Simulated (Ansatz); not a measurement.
# 2H-CrSSe monolayer in a perpendicular field, part 2 of 2

Wanted: the out-of-plane response of the 2H-CrSSe monolayer. A positive field points along +c.

Ansatz 0.2.0; plane-wave DFT, PBE-D3(BJ), Ansatz PAW.

So far. Step 2 (Relaxing the slab): The lattice constant a goes from 3.125 to 3.093 Å.

## Step 3: Single point, field 0

A sawtooth potential applies the field, turning back in the middle of the vacuum. With the dipole correction the typed value is the field outside the slab. The induced dipole is small, so the SCF threshold is tight.

The cell differs from the one that the last finished run ended in (c 37.248 → 21.046 Å).

input.yaml reads:

```yaml
crystal:
  lattice:
    - [3.0932476714, 0.0, 0.0]
    - [-1.5466238357, 2.6788310637, 0.0]
    - [0.0, 0.0, 21.046465497]
  atoms:
    - { symbol: Se, position: [0.3333333333, 0.6666666667, 0.4276252467] }
    - { symbol: Cr, position: [0.0, 0.0, 0.5044237676] }
    - { symbol: S, position: [0.3333333333, 0.6666666667, 0.5723747533] }
kpoints:
  mp_grid: { grid: [18, 18, 1] }
  band_path:
    path: [[0, 0, 0], [0.5, 0, 0], [0.33333333, 0.33333333, 0], [0, 0, 0]]
    npoints: 16
hamiltonian:
  xc: pbe
  dispersion: d3bj
scf:
  occupations: { method: fermi_dirac, width: 0.02585 }
  convergence: { dr2_threshold: 1.0e-10 }
efield:
  axis: 3
  dipole_correction: true
  ramp_position: 0.97
  ramp_width: 0.06
  amplitude: 0
output:
  dos: { projected: true, e_range: [-6, 5] }
  write_potential: true
  write_density: true
  volumetric_format: npy
  elf: true
```

Started as:

```console
> ansatz run input.yaml --threads 2 --pin off --max-ram 3072MiB --backend cpu --events-out ev --progress --plain --runs-dir out
```

Numbers of over 12 decimals in the logs are rounded to 6 here.

What it wrote:

```text
[...]
Crystal: 3 atoms, lattice volume = 174.397 Å³
Basis set: ecut = 420 eV, 3407 PW (Γ)
Bands: 22, of which v1, the nominal top of the filled ones, is band 18 counted from 1 (17 counted from 0)
Symmetry: 6 space group operations
[...]
k-points: 37 of 324 (time reversal used)
[...]
SCF iter   1: F=—  HF=-9751.471632 eV  |F-HF|=—  |Δ(HF+E_count)|=         —  Δρ=3.53e-3  dr2=1.03e-1  ethr=1.77e-3  p=-0.060 e·Å  D=-6.24e-2 V/Å  ΔV_dip=1.31 eV  dr2_dipole=2.45e-2  V_vac-E_F(+/−)=5.60/4.28 eV  ⟨swp⟩=9.8  Hψ=4720  notcnv=0
efield: sawtooth ramp at fractional position 0.9700 (set: `efield.ramp_position`, or a place that a band, a saddle search or an elastic batch's reference lends), width 0.0600; the density the first Hamiltonian is built on has a dipole p = -0.060 e·Å; the dipole correction subtracts the counter field D = -6.24e-2 V/Å, which shifts the + side's vacuum level by +1.31 eV against the − side's; the planar-averaged density in the ramp window peaks in size at 1.7e-5 e/Å³
[...]
SCF iter   2: F=—  HF=-9751.732063 eV  |F-HF|=—  |Δ(HF+E_count)|=   2.60e-1  Δρ=1.39e-2  dr2=2.85e0  ethr=2.86e-4  p=0.049 e·Å  D=5.04e-2 V/Å  ΔV_dip=-1.06 eV  dr2_dipole=6.74e-1  V_vac-E_F(+/−)=4.67/5.73 eV  ⟨swp⟩=4.1  Hψ=1936  notcnv=0  recentre
[...]
SCF iter  14: F=-9751.464844 eV  HF=-9751.464844 eV  |F-HF|=9.09e-12  |Δ(HF+E_count)|=  9.82e-11  Δρ=8.41e-8  dr2=5.99e-11  ethr=1.00e-12  p=-0.039 e·Å  D=-4.05e-2 V/Å  ΔV_dip=0.85 eV  dr2_dipole=1.47e-11  V_vac-E_F(+/−)=5.50/4.65 eV  ⟨swp⟩=2.6  Hψ=2369  notcnv=0
SCF 1 converged in 14 iterations: F = -9751.464844 eV  dr2 = 5.99e-11
[...]
NSCF: frozen V_eff on 49 k-points
efield: sawtooth ramp at fractional position 0.9700 (kept from the solve that this one continues, or follows in the run), width 0.0600; the density the first Hamiltonian is built on has a dipole p = -0.039 e·Å; the dipole correction subtracts the counter field D = -4.05e-2 V/Å, which shifts the + side's vacuum level by +0.85 eV against the − side's; the planar-averaged density in the ramp window peaks in size at 6.2e-6 e/Å³
[...]
SCF converged after 14 iterations
Free energy (F): -9751.464844 eV
[...]
Internal energy: -9751.464844 eV  (E = F + TS)
E sigma→0 (E₀):  -9751.464844 eV
Fermi energy:    -0.276869 eV
Dipole field:    D = -0.040469 V/Å  (p = -0.039003 e·Å, saw-weighted, corrected)
Work function:   Φ+ = 5.4990 eV   Φ− = 4.6473 eV
Levels:          The Fermi level and band energies are counted from a zero that moves with the ramp; work functions are not
[...]
--- Band table (eV; the first three rows and the last of 37) ---
  k-point 0: bands = [... 14 lower, -2.6453, -1.6086, -1.6086, -0.7896, 2.0842, 2.0842, 2.5104, 2.5104]
  k-point 1: bands = [... 14 lower, -2.6252, -1.6584, -1.6382, -0.7929, 1.9435, 2.0854, 2.2384, 2.4490]
  k-point 2: bands = [... 14 lower, -2.5749, -1.7847, -1.7350, -0.8220, 1.6007, 1.6884, 2.0013, 2.3685]
  k-point 36: bands = [... 14 lower, -4.2348, -4.1566, -2.4473, -0.7358, 0.1711, 1.1485, 1.3683, 2.7758]
```

Elapsed: 12 s, on 2 threads of Arm Neoverse V2, shared host; peak memory 0.48 GiB; 23 s of CPU time.

This step gave:

| Quantity | Value |
| --- | --- |
| dipole along the normal | -0.03900 e·Å |
| gap along the path | 0.9069 eV |
| smallest direct gap along the path | 0.9069 eV |
| step between the vacuum levels | 0.8517 eV |
| ionisation energy, upper face | 5.958 eV |
| electron affinity, upper face | 5.051 eV |
| ionisation energy, lower face | 5.106 eV |
| gap, the smaller of path and mesh | 0.9069 eV |

Running mean over a fixed 2.8 Å (it still follows the layers) of the planar mean; the ramp of the sawtooth is left out. The electron's electrostatic potential energy less the Fermi level by z:

| z (Å) | electron's electrostatic potential energy less the Fermi level (eV) |
| --- | --- |
| 2.92 | 4.65 |
| 3.36 | 4.65 |
| 3.80 | 4.65 |
| 4.09 | 4.65 |
| 4.53 | 4.65 |
| 4.97 | 4.64 |
| 5.41 | 4.64 |
| 5.85 | 4.61 |
| 6.14 | 4.56 |
| 6.58 | 4.31 |
| 7.02 | 3.39 |
| 7.45 | 1.78 |
| 7.89 | 0.0150 |
| 8.33 | -1.72 |
| 8.62 | -2.85 |
| 9.06 | -4.97 |
| 9.50 | -7.09 |
| 9.94 | -7.97 |
| 10.38 | -8.23 |
| 10.67 | -8.47 |
| 11.11 | -8.66 |
| 11.55 | -7.79 |
| 11.98 | -5.54 |
| 12.42 | -3.04 |
| 12.72 | -1.63 |
| 13.15 | 0.450 |
| 13.59 | 2.71 |
| 14.03 | 4.54 |
| 14.47 | 5.26 |
| 14.91 | 5.44 |
| 15.20 | 5.47 |
| 15.64 | 5.49 |
| 16.08 | 5.50 |
| 16.52 | 5.50 |
| 16.95 | 5.50 |
| 17.25 | 5.50 |
| 17.68 | 5.50 |
| 18.12 | 5.50 |

The density of states has structure finer than the step of the table below, so its rows give means over 0.2 eV, whole bins alone (the curve runs from -6 to 2.33 eV). Peaks (eV: height): -5.37: 7.71, -4.21: 7.52, -2.14: 7.11, 0.73: 7.51, 0.81: 7.59, 0.97: 9.29, 1.64: 7.37.

The density of states by energy, zero at the Fermi level of the run, which the smearing sets inside the gap; means over each step:

energy (eV), density of states (states/eV a cell) and a bar:
```
     -5.8       1.73 #########
     -5.6       2.22 ############
     -5.4       3.85 #####################
     -5.2       2.34 ############
     -5.0       0.79 ####
     -4.8       0.85 #####
     -4.6       1.17 ######
     -4.4       2.63 ##############
     -4.2       4.81 ##########################
     -4.0       1.10 ######
     -3.8       1.95 ##########
     -3.6       1.92 ##########
     -3.4       2.05 ###########
     -3.2       2.29 ############
     -3.0       2.86 ###############
     -2.8       2.36 #############
     -2.6       1.90 ##########
     -2.4       2.39 #############
     -2.2       3.36 ##################
     -2.0       4.38 #######################
     -1.8       3.00 ################
     -1.6       3.52 ###################
     -1.4       2.04 ###########
     -1.2       0.71 ####
     -1.0       2.37 #############
     -0.8       4.20 ######################
     -0.6       2.63 ##############
     -0.4       0.13 #
     -0.2       0.00 
      0.0       0.00 
      0.2       0.00 
      0.4       0.14 #
      0.6       1.33 #######
      0.8       5.63 ##############################
      1.0       5.45 #############################
      1.2       2.34 ############
      1.4       1.91 ##########
      1.6       4.42 ########################
      1.8       2.88 ###############
      2.0       1.90 ##########
      2.2       1.59 ########
```

Projected DOS per atom over height of the atomic layer and energy from the Fermi level. Layers: Se Cr S from below.

Values in states/eV, 22 rows by 3 columns, each cell a mean:
```
0.31 0.71 0.58
0.52 1.70 0.95
0.48 1.48 0.53
0.78 3.29 0.41
0.38 2.45 0.22
0.00 0.02 0.00
0.00 0.00 0.00
0.08 1.03 0.21
0.31 2.54 0.58
0.25 0.65 0.21
1.21 1.29 0.69
1.50 1.17 1.45
0.53 1.08 0.69
0.59 1.00 0.75
0.59 0.97 0.84
0.61 0.58 0.75
0.55 0.36 0.64
1.44 0.90 1.51
0.42 0.22 0.38
0.39 0.29 0.52
0.98 0.79 1.38
0.82 0.40 0.49
```
Columns: height of the atomic layer (Å) from 9 to 12.0 (not evenly spaced); rows upwards: energy from the Fermi level (eV) from -5.96 to 2.32.

The electronic bands at the labelled points (eV, zero at the Fermi level of the run, which the smearing sets inside the gap):

| point | band 15 | band 16 | band 17 | band 18 | band 19 | band 20 | band 21 | band 22 |
| --- | --- | --- | --- | --- | --- | --- | --- | --- |
| Γ | -2.37 | -1.33 | -1.33 | -0.51 | 2.36 | 2.36 | 2.79 | 2.79 |
| halfway | -2.40 | -1.93 | -1.62 | -0.94 | 0.93 | 1.51 | 1.69 | 2.78 |
| M | -2.93 | -2.15 | -1.15 | -1.14 | 0.71 | 0.97 | 2.61 | 2.89 |
| halfway | -3.45 | -3.03 | -2.11 | -0.65 | 0.67 | 1.22 | 1.91 | 2.83 |
| K | -3.96 | -3.88 | -2.17 | -0.46 | 0.45 | 1.43 | 1.65 | 3.05 |
| halfway | -3.09 | -2.16 | -1.62 | -0.87 | 0.80 | 1.14 | 1.49 | 2.71 |
| Γ | -2.37 | -1.33 | -1.33 | -0.51 | 2.36 | 2.36 | 2.79 | 2.79 |

ELF in the ca plane at fractional y = 0.667, with atoms of Se and S within 0.2 Å of it. It is the smooth field of the valence electrons, not physical close to the nuclei.

Ten even steps from '0' (0.00) to '9' (0.93), each cell a mean:
```
00000000000001234321111332110000000000000000
00000000000001223311111232100000000000000000
00000000000246777752124777653100000000000000
00000000013689877773247878997420000000000000
00000000025799842574257416999631000000000000
00000000025799842574257406999731000000000000
00000000013689976774248878997520000000000000
00000000001256777752125788763100000000000000
```
Columns run along c (16.0 Å, from fractional 0.16 to 0.92 of the cell), rows up along a (3.1 Å). Atoms in or near the plane, at fractional coordinates: Se at (0.43, 0.33), S at (0.57, 0.33).

Electrostatic potential energy in the ca plane at fractional y = 0.667, with atoms of Se and S within 0.2 Å of it. With pseudopotentials it is smooth inside the atoms' cores, unlike the true potential.

Ten even steps from '0' (-27 eV) to '9' (5 eV), each cell a mean:
```
99999999999999888875457889999999999999999999
99999999999999888875357889999999999999999999
99999999999998755677667767899999999999999999
99999999999997322257875101589999999999999999
99999999999985255327872000289999999999999999
99999999999985255327872000279999999999999999
99999999999997323247874000589999999999999999
99999999999998744577677656899999999999999999
```
Columns run along c (16.0 Å, from fractional 0.16 to 0.92 of the cell; values clipped at the 3rd and 97th percentile), rows up along a (3.1 Å). Atoms in or near the plane, at fractional coordinates: Se at (0.43, 0.33), S at (0.57, 0.33).

Valence density in the ca plane at fractional y = 0.667, with atoms of Se and S within 0.2 Å of it. It is the smooth field of the valence electrons, not physical close to the nuclei.

Ten steps, logarithmic in the rise over the least value, from '0' (0 e/Å³) to '9' (26 e/Å³), each cell a mean:
```
00000000000000011111221111000000000000000000
00000000000000011111221110000000000000000000
00000000000000122211112221100000000000000000
00000000000001355421112333210000000000000000
00000000000012589631123323310000000000000000
00000000000012599731123323310000000000000000
00000000000001356421122333210000000000000000
00000000000001122221112222100000000000000000
```
Columns run along c (16.0 Å, from fractional 0.16 to 0.92 of the cell), rows up along a (3.1 Å). Atoms in or near the plane, at fractional coordinates: Se at (0.43, 0.33), S at (0.57, 0.33).

The gap is 0.91 eV, with the valence edge 5.96 eV and the conduction edge 5.05 eV under the upper vacuum level.

## Step 4: Single point, field 0.1 V/Å

input.yaml: that of step 3 with these lines changed.

```diff
@@ -25,5 +25,4 @@
   ramp_width: 0.06
-  amplitude: 0
+  amplitude: 0.1
 output:
-  dos: { projected: true, e_range: [-6, 5] }
   write_potential: true
@@ -31,2 +30 @@
   volumetric_format: npy
-  elf: true
```

What it wrote:

```text
[...]
Crystal: 3 atoms, lattice volume = 174.397 Å³
Basis set: ecut = 420 eV, 3407 PW (Γ)
Bands: 22, of which v1, the nominal top of the filled ones, is band 18 counted from 1 (17 counted from 0)
Symmetry: 6 space group operations
[...]
k-points: 37 of 324 (time reversal used)
[...]
--- Band table (eV; the first three rows and the last of 37) ---
  k-point 0: bands = [... 14 lower, -2.6500, -1.6153, -1.6153, -0.7893, 2.0828, 2.0828, 2.4993, 2.4993]
  k-point 1: bands = [... 14 lower, -2.6297, -1.6652, -1.6458, -0.7924, 1.9421, 2.0844, 2.2267, 2.4376]
  k-point 2: bands = [... 14 lower, -2.5791, -1.7919, -1.7448, -0.8215, 1.5918, 1.6845, 1.9990, 2.3583]
  k-point 36: bands = [... 14 lower, -4.2381, -4.1627, -2.4522, -0.7425, 0.1647, 1.1423, 1.3618, 2.7684]
[key lines of the parts left out:]
SCF converged after 14 iterations
Free energy (F): -9751.462149 eV
Fermi energy:    -0.282257 eV
Dipole field:    D = -0.015438 V/Å  (p = -0.014879 e·Å, saw-weighted, corrected)
```

The job ended after 12 s (2 threads; peak memory 0.47 GiB).

The dipole is -0.0149 e·Å, 0.0241 e·Å from its value without field, and the gap 0.907 eV.

## Step 5: Single point, field -0.1 V/Å

input.yaml: that of step 4 with these lines changed.

```diff
@@ -25,3 +25,3 @@
   ramp_width: 0.06
-  amplitude: 0.1
+  amplitude: -0.1
 output:
```

What it wrote:

```text
[...]
Crystal: 3 atoms, lattice volume = 174.397 Å³
Basis set: ecut = 420 eV, 3407 PW (Γ)
Bands: 22, of which v1, the nominal top of the filled ones, is band 18 counted from 1 (17 counted from 0)
Symmetry: 6 space group operations
[...]
k-points: 37 of 324 (time reversal used)
[...]
--- Band table (eV; the first three rows and the last of 37) ---
  k-point 0: bands = [... 14 lower, -2.6415, -1.6029, -1.6029, -0.7909, 2.0846, 2.0846, 2.5206, 2.5206]
  k-point 1: bands = [... 14 lower, -2.6215, -1.6525, -1.6315, -0.7943, 1.9438, 2.0855, 2.2490, 2.4596]
  k-point 2: bands = [... 14 lower, -2.5716, -1.7784, -1.7262, -0.8233, 1.6078, 1.6921, 2.0027, 2.3778]
  k-point 36: bands = [... 14 lower, -4.2324, -4.1515, -2.4433, -0.7300, 0.1766, 1.1539, 1.3738, 2.7824]
[key lines of the parts left out:]
SCF converged after 14 iterations
Free energy (F): -9751.469949 eV
Fermi energy:    -0.272165 eV
Dipole field:    D = -0.065475 V/Å  (p = -0.063103 e·Å, saw-weighted, corrected)
```

It took 12 s on 2 threads; peak memory 0.46 GiB; 24 s of CPU time.

The dipole is -0.0631 e·Å, -0.0241 e·Å from its value without field, and the gap 0.907 eV.

## Step 6: Response, atoms held

This step: plane-wave DFT, PBE-D3(BJ), Ansatz PAW; response to a field along the normal, atoms held (Ansatz 0.2.0).

The dipoles give the slope, and the difference of two potentials shows where the field is screened.

This step gave:

```yaml
equivalent_conductor_thickness_p_eps_0ae: 5.265 Å
distance_between_the_outer_atoms: 3.046 Å
```

Table of dipole of the cell by applied field:

| applied field (V/Å) | dipole of the cell (e·Å) |
| --- | --- |
| -0.1000 | -0.0631 |
| 0.0000 | -0.0390 |
| 0.1000 | -0.0149 |

Local field over the applied field, running mean. From the potentials at -0.1 and 0.1 V/Å; running mean over 2.5 Å. Local field over applied field against z:

| z (Å) | local field over applied field |
| --- | --- |
| 4.09 | 0.999 |
| 4.38 | 0.999 |
| 4.82 | 0.996 |
| 5.12 | 0.993 |
| 5.55 | 0.982 |
| 5.85 | 0.968 |
| 6.14 | 0.944 |
| 6.58 | 0.877 |
| 6.87 | 0.807 |
| 7.16 | 0.719 |
| 7.60 | 0.570 |
| 7.89 | 0.466 |
| 8.33 | 0.312 |
| 8.62 | 0.218 |
| 8.92 | 0.143 |
| 9.35 | 0.0744 |
| 9.65 | 0.0526 |
| 9.94 | 0.0400 |
| 10.38 | 0.0285 |
| 10.67 | 0.0307 |
| 11.11 | 0.0507 |
| 11.40 | 0.0696 |
| 11.69 | 0.0994 |
| 12.13 | 0.184 |
| 12.42 | 0.267 |
| 12.72 | 0.364 |
| 13.15 | 0.521 |
| 13.45 | 0.622 |
| 13.88 | 0.766 |
| 14.18 | 0.847 |
| 14.47 | 0.906 |
| 14.91 | 0.959 |
| 15.20 | 0.977 |
| 15.49 | 0.988 |
| 15.93 | 0.995 |
| 16.22 | 0.997 |
| 16.66 | 0.999 |
| 16.95 | 1.000 |

Electrons, planar mean, per unit field. Table of induced electron density by z:

z (Å), induced electron density (e/Å³ per V/Å) and a bar from the least value:
```
      4.5    0.00001 ###############
      5.0    0.00002 ###############
      5.5    0.00007 ################
      6.0    0.00021 ################
      6.5    0.00056 ##################
      7.0    0.00137 #####################
      7.5    0.00282 ###########################
      8.0    0.00352 ##############################
      8.5    0.00132 #####################
      9.0    0.00083 ###################
      9.5    0.00053 ##################
     10.0   -0.00088 ############
     10.5    0.00013 ################
     11.0    0.00040 #################
     11.5   -0.00022 ##############
     12.0   -0.00100 ###########
     12.5   -0.00168 ########
     13.0   -0.00366 
     13.5   -0.00255 #####
     14.0   -0.00114 ###########
     14.5   -0.00044 #############
     15.0   -0.00016 ###############
     15.5   -0.00005 ###############
     16.0   -0.00002 ###############
     16.5   -0.00001 ###############
```

The smaller of the gaps on the path and on the k-mesh, counted as 0 under 0.03 eV. The gap stays at 0.907 eV for applied field from -0.1 to 0.1 V/Å.

By hand: between -0.1 and 0.1 V/Å the dipole changes by 0.04822 e·Å, a slope of 0.2411 e·Å²/V. A perfect conductor of thickness t has p = ε₀AEt, so t = 180.95 × 0.2411 / 8.286 = 5.27 Å (e/ε₀ = 180.95 V·Å, A in Å²).

The induced dipole is that of a conductor 5.27 Å thick.

## Step 7: Summary of results

```yaml
gap_without_field: 0.907 eV
ionisation_energy_upper_face: 5.96 eV
electron_affinity_upper_face: 5.05 eV
step_between_the_vacuum_levels: 0.852 eV
equivalent_conductor_thickness_atoms_held: 5.27 Å
```

What this shows: The induced dipole equals that of a perfect conductor 5.27 Å thick, while the outer atoms lie 3.05 Å apart; an out-of-plane ε follows only once a thickness t is chosen, by 1 − 1/ε = 5.27 Å / t. The two faces differ: the vacuum level above lies 0.85 eV higher than the one below. The gap stays within 0.01 eV of 0.91 eV over the fields run, up to 0.1 V/Å in size. Semilocal functionals give gaps that are too small, and excitons are not included. The main runs have no spin polarisation; a magnetic state could lie lower and would change these results. Spin-orbit coupling is left out.

[Logs are printed without paths, hosts, clocks, repeated set-up lines and the standing remarks that a program may print on its own settings, such as how far it seeks lower states.]

[Hosts, paths, dates, database ids (printed as entryN), source tags and the programs' standing remarks are cut or masked in the printed files.]

[Maps of the electrostatic potential energy from Ansatz leave out the sawtooth potential of an applied field or a dipole correction, so their vacuum need not be flat; planar profiles and work functions include it.]

[The density of states shown here was stored with 400 of the rows of the run's finer table, so its peaks can read low, often by over a quarter, or be missed, and its means over a window can be off by a tenth or more.]
